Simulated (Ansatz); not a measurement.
Results of revPBE (Ansatz, a program for electronic structure, PAW) for zinc-blende ZnTe.

Run with plane-wave cutoff 520 eV, 10×10×10 k mesh, Fermi–Dirac smearing 0.01 eV, scalar-relativistic PAW data made under PBE.

Cell (relaxed at this level):

```yaml
crystal:
  lattice:
    - [0.00000, 3.12041, 3.12041]
    - [3.12041, 0.00000, 3.12041]
    - [3.12041, 3.12041, 0.00000]
  atoms:
    - { symbol: Zn, position: [0.00000, 0.00000, 0.00000] }
    - { symbol: Te, position: [0.25000, 0.25000, 0.25000] }
```

What does this level give for the bulk modulus, band gap and pressure derivative B′ of the bulk modulus?


- bulk modulus = 39.2 GPa
- band gap = 1.05 eV
- pressure derivative B′ of the bulk modulus = 4.7

Measured, for comparison: band gap 2.43 eV (zero-point renormalisation of 40 meV (experimental, the table's column) added back here, direct; inputs from Miglio et al. (2020), arXiv:2011.12765); bulk modulus 51 ± 3 GPa (room temperature, no zero-point or thermal correction; as tabulated in Determination of phase transition pressures of ZnTe under quasihydrostatic …). Computed (rounded) less measured: bulk modulus -23 %.

Spin–orbit coupling is not included; with these elements it can move the gap by several tenths of an eV or more.

The computed numbers hold no vibrational or temperature effects.

Cost on a shared machine: very roughly 60 core-seconds.
